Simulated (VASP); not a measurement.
Crystal: CO2.

```
CELL_PARAMETERS angstrom
2.63591 -2.38738 0.00000
2.63591 2.38738 0.00000
0.00000 0.00000 6.58717
ATOMIC_POSITIONS crystal
C 0.00000 0.00000 0.00000
C 0.50000 0.50000 0.50000
O 0.80651 0.19349 0.89184
O 0.19349 0.80651 0.10816
O 0.69349 0.30651 0.39184
O 0.30651 0.69349 0.60816
```

The cell comes from a database or a generator and needn't be the stable form of this composition.

| Quantity | Value |
| --- | --- |
| Program | VASP 6.6.1 |
| Task | relaxation of cell and atoms |
| Functional | PBE |
| Potentials or basis | VASP PAW PBE potentials, release 64 (C, O) |
| Cutoff | 600 eV |
| k mesh | 8 × 8 × 4 |
| Occupations | gaussian, width 0.03 eV |
| Spin | no spin polarisation |

At the start: pressure 4.0 GPa; volume 13.82 Å³/atom.

Q: Where does the relaxation end?

A: Over 35 steps the energy falls by 18.7 meV/atom and the volume is 17.60 Å³/atom (+27.4 %); space group Cmce (No. 64, to 0.05 Å).

Step by step:
| step | energy change (eV) | largest force (eV/Å) | pressure (GPa) | volume (Å³) |
| --- | --- | --- | --- | --- |
| 1 | 0.0000 | 0.7592 | 4.04 | 82.91 |
| 2 | 0.5171 | 4.7581 | -12.71 | 87.15 |
| 3 | -0.0161 | 0.2486 | 1.00 | 83.50 |
| 4 | -0.0161 | 0.1868 | 1.18 | 83.46 |
| 5 | -0.0299 | 0.1731 | 1.04 | 84.78 |
| 6 | -0.0631 | 0.1179 | 0.73 | 88.81 |
| 7 | -0.1008 | 0.0539 | 0.54 | 97.25 |
| 8 | -0.0837 | 0.6484 | 0.86 | 115.64 |
| 9 | -0.1071 | 0.3939 | 1.00 | 103.74 |
| 10 | -0.1081 | 0.3407 | -0.83 | 105.68 |
| 11 | -0.1103 | 0.0121 | 0.00 | 104.79 |
| 12 | -0.1103 | 0.0080 | 0.00 | 104.77 |
| 13 | -0.1104 | 0.0081 | 0.02 | 104.75 |
| 14 | -0.1104 | 0.0080 | 0.02 | 104.69 |
| 15 | -0.1105 | 0.0083 | 0.02 | 104.56 |
| 16 | -0.1107 | 0.0105 | 0.02 | 104.31 |
| 17 | -0.1110 | 0.0214 | 0.01 | 103.81 |
| 18 | -0.1108 | 0.0549 | -0.02 | 102.80 |
| 19 | -0.1110 | 0.0321 | 0.00 | 103.47 |
| 20 | -0.1110 | 0.0425 | 0.19 | 103.39 |
| 21 | -0.1110 | 0.0042 | 0.10 | 103.43 |
| 22 | -0.1111 | 0.0044 | 0.09 | 103.45 |
| 23 | -0.1112 | 0.0052 | 0.09 | 103.51 |
| 24 | -0.1114 | 0.0047 | 0.08 | 103.63 |
| 25 | -0.1117 | 0.0039 | 0.07 | 103.85 |
| 26 | -0.1116 | 0.0361 | -0.03 | 104.29 |
| 27 | -0.1118 | 0.0110 | 0.03 | 104.01 |
| 28 | -0.1116 | 0.1342 | 0.37 | 104.17 |
| 29 | -0.1118 | 0.0207 | 0.10 | 104.04 |
| 30 | -0.1119 | 0.0209 | 0.10 | 104.11 |
| 31 | -0.1119 | 0.0226 | 0.09 | 104.32 |
| 32 | -0.1121 | 0.0277 | 0.08 | 104.74 |
| 33 | -0.1121 | 0.0377 | 0.06 | 105.58 |
| 34 | -0.1111 | 0.2206 | -0.56 | 105.96 |
| 35 | -0.1121 | 0.0085 | -0.01 | 105.62 |

Final structure:
```
C O
1.0
     2.92411   -2.62149    0.00000
     2.92411    2.62149    0.00000
     0.00000    0.00000    6.88960
C O
2 4
Direct
  0.00000 0.00000 0.00000
  0.50000 0.50000 0.50000
  0.81768 0.18232 0.90068
  0.18232 0.81768 0.09932
  0.68232 0.31768 0.40068
  0.31768 0.68232 0.59932
```

Caveat: the standard files for N, O and F lose accuracy on very short bonds; the volume moved by over 15 % at a fixed basis, so the end points are rough.
